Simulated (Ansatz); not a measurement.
The system is CoO.

```
Co O
1.0
     2.82845    0.00000    0.00000
    -1.41423    2.44951    0.00000
     0.00000    0.00000    2.72172
Co O
1 1
Direct
  0.00000 0.00000 0.50000
  0.66667 0.33333 0.00000
```

The cell was built by a generator and needn't be a form met in nature.

- Program: Ansatz 0.2.0
- Task: relaxation of cell and atoms
- Functional: PBEsol0
- Potentials or basis: Ansatz PAW
- Cutoff: 420 eV (not typed: the program's choice for these potentials)
- k mesh: 6 × 6 × 5
- Occupations: fermi-dirac, width 0.05 eV
- Spin: collinear spin, ferromagnetic start
- Starting moments: [2.0, 0.0] μB

At the start: volume 9.43 Å³/atom.

How do energy, volume and symmetry change on relaxing?

It ends after 7 steps and the volume is 8.99 Å³/atom (-4.7 %); space group P-6m2 (No. 187, to 0.05 Å); moment 3.00 μB per cell.

Step by step:
```tsv
step	energy change (eV)	largest force (eV/Å)	volume (Å³)
1	0.0000	0.0000	18.86
2	-0.0252	0.0000	18.35
3	-0.0323	0.0000	17.96
4	-0.0322	0.0000	17.99
5	-0.0279	0.0000	17.99
6	-0.0279	0.0000	17.98
7	-0.0279	0.0000	17.98
```

Final structure:
```yaml
crystal:
  lattice:
    - [2.78029, 0.00000, 0.00000]
    - [-1.39015, 2.40780, 0.00000]
    - [0.00000, 0.00000, 2.68536]
  atoms:
    - { symbol: Co, position: [0.00000, 0.00000, 0.50000] }
    - { symbol: O, position: [0.66667, 0.33333, 0.00000] }
```

Caveat: the k mesh is coarse (spacing up to 0.46 Å⁻¹), so the values aren't converged, least of all with exact exchange; the magnetic or orbital state may not be the lowest; the plane-wave basis is chosen anew once the cell has moved, so the energies of steps on either side of that aren't comparable; the pressure holds a Pulay correction of +0.8 GPa for the finite cutoff; a cell with one magnetic atom can't hold antiferromagnetic order, which such compounds often take; the PAW data sets come from PBE, with cores solved anew for the run's functional, which leaves a small shift of forces and pressure.
